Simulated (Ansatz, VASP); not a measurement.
**LiCl in VASP and in Ansatz**

The input POSCAR:

```
LiCl
1.0
    0.0000000000      2.5079719324      2.5079719324
    2.5079719324      0.0000000000      2.5079719324
    2.5079719324      2.5079719324      0.0000000000
Li Cl
1 1
Direct
    0.0000000000      0.0000000000      0.0000000000
    0.5000000000      0.5000000000      0.5000000000
```

INCAR.step1

```
PREC     = Accurate       # precision mode
ENCUT    = 520            # plane-wave cutoff, eV
ISMEAR   = 0              # smearing method
SIGMA    = 0.01           # smearing width, eV
LREAL    = F              # projectors in reciprocal space
LASPH    = T              # aspherical terms in the spheres
NELM     = 80             # most SCF steps
NBANDS   = 12             # bands
GGA      = PE             # functional
ALGO     = Normal         # electronic algorithm
EDIFF    = 1E-4           # SCF threshold, eV
LWAVE    = T              # write WAVECAR
LCHARG   = F              # write CHGCAR
```

The input INCAR.step2:

```
PREC     = Accurate       # precision mode
ENCUT    = 520            # plane-wave cutoff, eV
EDIFF    = 1E-7           # SCF threshold, eV
ISMEAR   = 0              # smearing method
SIGMA    = 0.01           # smearing width, eV
LREAL    = F              # projectors in reciprocal space
LASPH    = T              # aspherical terms in the spheres
NELM     = 80             # most SCF steps
ALGO     = Normal         # electronic algorithm
ISIF     = 2              # what is computed and relaxed
LWAVE    = F              # write WAVECAR
LCHARG   = F              # write CHGCAR
METAGGA  = R2SCAN         # meta-GGA
LMIXTAU  = T            
NBANDS   = 12             # bands
ISTART   = 1
```

File KPOINTS:

```
regular mesh
0
Gamma
  8 8 8
```

Input for Ansatz:

```yaml
crystal:
  lattice:
    - [0.0, 2.5079719324, 2.5079719324]
    - [2.5079719324, 0.0, 2.5079719324]
    - [2.5079719324, 2.5079719324, 0.0]
  atoms:
    - { symbol: Li, position: [0.0, 0.0, 0.0] }
    - { symbol: Cl, position: [0.5, 0.5, 0.5] }
kpoints:
  mp_grid: { grid: [8, 8, 8] }
  band_path:
    path:
      - [0.0, 0.0, 0.0]
      - [0.5, 0.0, 0.5]
      - [0.625, 0.25, 0.625]
      - [0.375, 0.375, 0.75]
      - [0.5, 0.5, 0.5]
      - [0.5, 0.25, 0.75]
      - [-0.078125, 0.0, 0.078125]
    npoints: 1
hamiltonian:
  xc: r2scan
scf:
  occupations: { method: fixed }
  n_extra_bands: 4
output:
  forces: true
  stress: true
  eigenvalues: true
```

Change from the starting cell: hydrostatic strain -1.9%.

Alike in both runs: task single point; functional r2SCAN; k mesh 8 × 8 × 8; no spin polarisation.

|  | VASP | Ansatz |
| --- | --- | --- |
| version | VASP 6.6.1 | Ansatz 0.2.0 |
| potentials or method | VASP PAW PBE potentials, release 64 (Li_sv, Cl) | plane waves, PAW |
| plane-wave cutoff (eV) | 520 | 500 |
| occupations | gaussian, width 0.01 eV | fixed |
| valence electrons in the cell | 10 | 10 |

VASP gave:

| Property | Result |
| --- | --- |
| gap on the k mesh at the Fermi level (eV) | 7.61 |

Q: What did Ansatz give for the same quantities?

A: gap on the k mesh at the Fermi level (eV): 7.60.

 A k mesh can miss the band edges.
